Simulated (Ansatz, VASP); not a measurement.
## Two plane-wave programs on HfO2

INCAR

```
PREC = Accurate ; ENCUT = 520
EDIFF = 1E-7 ; ISMEAR = -1
SIGMA = 0.02 ; LREAL = F
LASPH = T ; NELM = 80
ALGO = Normal ; ISIF = 2
LWAVE = F ; LCHARG = T
GGA = PE ; LELF = T
LVHAR = T ; NBANDS = 18
```

File KPOINTS:

```
regular mesh
0
Gamma
  8 8 8
```

The input POSCAR:

```
HfO2
1.0
    0.0000000000      2.4785986729      2.5486393278
    2.4785986729      0.0000000000      2.5486393278
    2.4785986729      2.4785986729      0.0000000000
Hf O
1 2
Direct
    0.0000000000      0.0000000000      0.0000000000
    0.2500000000      0.2500000000      0.2500000000
    0.7500000000      0.7500000000      0.7500000000
```

Input for Ansatz:

```yaml
crystal:
  lattice:
    - [0.0, 2.4785986729, 2.5486393278]
    - [2.4785986729, 0.0, 2.5486393278]
    - [2.4785986729, 2.4785986729, 0.0]
  atoms:
    - { symbol: Hf, position: [0.0, 0.0, 0.0] }
    - { symbol: O, position: [0.25, 0.25, 0.25] }
    - { symbol: O, position: [0.75, 0.75, 0.75] }
kpoints:
  mp_grid: { grid: [8, 8, 8] }
  band_path:
    path:
      - [0.0, 0.0, 0.0]
      - [0.5, 0.0, 0.5]
      - [0.625, 0.25, 0.625]
      - [0.375, 0.375, 0.75]
      - [0.5, 0.5, 0.5]
      - [0.5, 0.25, 0.75]
      - [0.0, 0.5, 0.5]
    npoints: 1
hamiltonian:
  xc: pbe
scf:
  occupations: { method: fermi_dirac, width: 0.02 }
  n_extra_bands: 4
output:
  forces: true
  stress: true
  eigenvalues: true
```

Change from the starting cell: epitaxial_xy strain -2.0%.

Alike in both runs: task single point; functional PBE; k mesh 8 × 8 × 8; occupations fermi-dirac, width 0.02 eV; no spin polarisation.

|  | VASP | Ansatz |
| --- | --- | --- |
| version | VASP 6.6.1 | Ansatz 0.2.0 |
| potentials or method | VASP PAW PBE potentials, release 64 (Hf_pv, O) | plane waves, PAW |
| plane-wave cutoff (eV) | 520 | 420 |
| valence electrons in the cell | 22 | 38 |

|  | VASP | Ansatz | Ansatz less VASP |
| --- | --- | --- | --- |
| gap on the k mesh at the Fermi level (eV) | 3.66 | 3.65 | -0.010 |
| pressure (GPa) | 11.3 | 15.5 | +4.15 |
| largest component of the traceless stress (GPa) | 9.19 | 9.00 | -0.186 |

One of these differences is far larger than is usual between the two programs; its cause wasn't traced. The two sets of potentials don't hold the same shells in valence.

Caveats: spin-orbit coupling is left out, which moves the levels of the heavy elements. A k mesh can miss the band edges.
